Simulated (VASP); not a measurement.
All values below come from LDA (Ceperley-Alder, Perdew-Zunger), VASP's LDA PAW potentials (set 64) (plane waves; VASP).

VASP ran on this input.

File POSCAR:
```
CsBr
1.0
  3.9355362443   0.0000000000   0.0000000000
  0.0000000000   3.9355362443   0.0000000000
  0.0000000000   0.0000000000   3.9355362443
Cs Br
1 1
Cartesian
  0.0000000000   0.0000000000   0.0000000000
  1.9677681222   1.9677681222   1.9677681222
```

KPOINTS:
```
K-points
0
gamma
7 7 7
0 0 0
```

**INCAR**
```
ISIF = 3
LASPH = .True.   ! aspherical one-centre terms
PREC = Accurate
IBRION = 2
ALGO = Normal
ENCUT = 500   ! plane-wave cut-off (eV)
PSTRESS = 100   ! kbar
EDIFF = 1E-6   ! SCF stop (eV)
EDIFFG = -0.02
LWAVE = .False.
SIGMA = 0.05
NELM = 100   ! most electronic steps
LMAXMIX = 4   ! l cut-off of mixed one-centre charges
LCHARG = .False.
LREAL = .False.   ! projection in real space or not
ISMEAR = 0   ! Gaussian
SYSTEM = CsBr
NSW = 40
```

POTCAR, in this order: Cs_sv Br (LDA.64 set). Program: vasp_std.

The run wrote:

OSZICAR:
```
       N       E                     dE             d eps       ncg     rms          rms(c)
DAV:   1     0.924645014138E+02    0.92465E+02   -0.71582E+03   480   0.115E+03
DAV:   2    -0.574509357171E+00   -0.93039E+02   -0.86579E+02   728   0.182E+02
DAV:   3    -0.681621619771E+01   -0.62417E+01   -0.61909E+01   584   0.538E+01
DAV:   4    -0.687611298776E+01   -0.59897E-01   -0.59818E-01   572   0.598E+00
DAV:   5    -0.687656406142E+01   -0.45107E-03   -0.45103E-03   588   0.523E-01    0.216E+00
DAV:   6    -0.668937508036E+01    0.18719E+00   -0.28340E-01   540   0.319E+00    0.126E+00
DAV:   7    -0.665672815276E+01    0.32647E-01   -0.13686E-01   584   0.215E+00    0.557E-01
DAV:   8    -0.665504820416E+01    0.16799E-02   -0.88158E-03   572   0.658E-01    0.943E-02
DAV:   9    -0.665480950673E+01    0.23870E-03   -0.35416E-04   556   0.151E-01    0.588E-02
DAV:  10    -0.665481407748E+01   -0.45708E-05   -0.12489E-04   584   0.644E-02    0.219E-02
DAV:  11    -0.665481308070E+01    0.99678E-06   -0.25447E-05   556   0.315E-02    0.329E-03
DAV:  12    -0.665481258408E+01    0.49662E-06   -0.19693E-06   512   0.107E-02
   1 F= -.28502812E+01 E0= -.28502812E+01  d E =-.285028E+01
       N       E                     dE             d eps       ncg     rms          rms(c)
DAV:   1    -0.788039542288E+01   -0.12256E+01   -0.33845E+01   508   0.404E+01    0.658E+00
DAV:   2    -0.656313657113E+01    0.13173E+01   -0.17229E+00   480   0.849E+00    0.268E+00
DAV:   3    -0.622123600681E+01    0.34190E+00   -0.10725E+00   496   0.645E+00    0.112E+00
DAV:   4    -0.621489100467E+01    0.63450E-02   -0.23695E-02   520   0.114E+00    0.365E-01
DAV:   5    -0.621406987602E+01    0.82113E-03   -0.49146E-03   524   0.477E-01    0.153E-01
DAV:   6    -0.621399246605E+01    0.77410E-04   -0.56985E-04   500   0.159E-01    0.259E-02
DAV:   7    -0.621398570897E+01    0.67571E-05   -0.43265E-05   524   0.516E-02    0.109E-02
DAV:   8    -0.621398417141E+01    0.15376E-05   -0.35063E-06   504   0.147E-02    0.804E-03
DAV:   9    -0.621398407616E+01    0.95252E-07   -0.61070E-07   276   0.556E-03
   2 F= -.29107360E+01 E0= -.29107360E+01  d E =-.604548E-01
       N       E                     dE             d eps       ncg     rms          rms(c)
DAV:   1    -0.661594749957E+01   -0.40196E+00   -0.39522E+00   500   0.129E+01    0.208E+00
DAV:   2    -0.645494474979E+01    0.16100E+00   -0.22741E-01   492   0.305E+00    0.906E-01
DAV:   3    -0.641399227653E+01    0.40952E-01   -0.12670E-01   496   0.221E+00    0.372E-01
DAV:   4    -0.641312266425E+01    0.86961E-03   -0.27803E-03   528   0.387E-01    0.127E-01
DAV:   5    -0.641304642677E+01    0.76237E-04   -0.46107E-04   516   0.145E-01    0.463E-02
DAV:   6    -0.641303519636E+01    0.11230E-04   -0.27631E-05   528   0.349E-02    0.229E-02
DAV:   7    -0.641303388907E+01    0.13073E-05   -0.31659E-06   488   0.130E-02    0.672E-03
DAV:   8    -0.641303373405E+01    0.15502E-06   -0.58244E-07   252   0.527E-03
   3 F= -.29401141E+01 E0= -.29401141E+01  d E =-.898329E-01
```

**OUTCAR**
```
------------------------ aborting loop because EDIFF is reached ----------------------------------------
  FORCE on cell =-STRESS in cart. coord.  units (eV):
  Direction    XX          YY          ZZ          XY          YZ          ZX
  --------------------------------------------------------------------------------------
  Total        3.4665580      3.4665580      3.4665580     -0.0000000     -0.0000000     -0.0000000
  in kB       99.8168213     99.8168213     99.8168213     -0.0000000     -0.0000000     -0.0000000
  external PRESSURE =      -0.1831787 kB  Pullay stress =     100.0000000 kB
  volume of cell :       55.64
      direct lattice vectors                 reciprocal lattice vectors
     3.817699771 -0.000000000  0.000000000     0.261937832  0.000000000 -0.000000000
    -0.000000000  3.817699771 -0.000000000     0.000000000  0.261937832 -0.000000000
     0.000000000  0.000000000  3.817699771    -0.000000000  0.000000000  0.261937832
 POSITION                                       TOTAL-FORCE (eV/Angst)
 -----------------------------------------------------------------------------------
      0.00000      0.00000      0.00000        -0.000000     -0.000000      0.000000
      1.90885      1.90885      1.90885         0.000000      0.000000      0.000000
 -----------------------------------------------------------------------------------
    total drift:                                0.000000      0.000000     -0.000000
  FREE ENERGIE OF THE ION-ELECTRON SYSTEM (eV)
  ---------------------------------------------------
  free  energy   TOTEN  =        -6.4130337340 eV

  energy  without entropy=       -6.4130337340  energy(sigma->0) =       -6.41303373
  enthalpy is  TOTEN    =        -2.9401141023 eV   P V=        3.4729196317

 reached required accuracy - stopping structural energy minimisation
```
(Selected blocks of OUTCAR.)

File CONTCAR:
```
CsBr
   1.00000000000000
     3.8176997707777103   -0.0000000000000000    0.0000000000000000
    -0.0000000000000000    3.8176997707777103   -0.0000000000000000
     0.0000000000000000    0.0000000000000000    3.8176997707777103
  Cs              Br
     1     1
Direct
     0.0000000000000000    0.0000000000000000    0.0000000000000000
     0.5000000000000000    0.5000000000000000    0.5000000000000000
```

File OUTCAR:
```
 val. band max:        2.1268257656   @ k =   0.0000   0.0000   0.0000

 cond. band min:       5.9040200564   @ k =   0.0000   0.0000   0.0000


 Fermi energy:         2.3556491162

 k-point     1 :       0.0000    0.0000    0.0000
  band No.  band energies     occupation
      1     -17.7438      2.00000
      2     -11.0075      2.00000
      3      -4.0762      2.00000
      4      -4.0762      2.00000
      5      -4.0762      2.00000
      6       2.1268      2.00000
      7       2.1268      2.00000
      8       2.1268      2.00000
      9       5.9040      0.00000
     10       5.9040      0.00000
     11       7.9619      0.00000
     12      11.9718      0.00000

 k-point     2 :       0.1429    0.0000    0.0000
  band No.  band energies     occupation
      1     -17.6986      2.00000
      2     -11.0606      2.00000
      3      -4.2263      2.00000
      4      -4.0076      2.00000
      5      -4.0076      2.00000
      6       1.5241      2.00000
      7       1.9844      2.00000
      8       1.9844      2.00000
      9       6.0861      0.00000
     10       6.6863      0.00000
     11       8.7042      0.00000
     12      11.8277      0.00000

 k-point     3 :       0.2857    0.0000    0.0000
  band No.  band energies     occupation
      1     -17.5928      2.00000
      2     -11.1946      2.00000
      3      -4.4743      2.00000
      4      -3.8421      2.00000
      5      -3.8421      2.00000
      6       0.4633      2.00000
      7       1.6503      2.00000
      8       1.6503      2.00000
      9       6.6057      0.00000
     10       8.6012      0.00000
     11      10.1844      0.00000
     12      11.4454      0.00000

 k-point     4 :       0.4286    0.0000    0.0000
  band No.  band energies     occupation
      1     -17.5033      2.00000
      2     -11.3167      2.00000
      3      -4.5939      2.00000
      4      -3.6956      2.00000
      5      -3.6956      2.00000
      6      -0.2516      2.00000
...
```

Energy and stress use the plane-wave basis of the starting cell. Unless said otherwise, spin-orbit coupling is left out, though it shifts the bands of the heavy elements here.

The compound is CsBr in the CsCl type structure. This run relaxes it under an external pressure of 10 GPa. Symmetry was kept, so distortions that lower it aren't found.
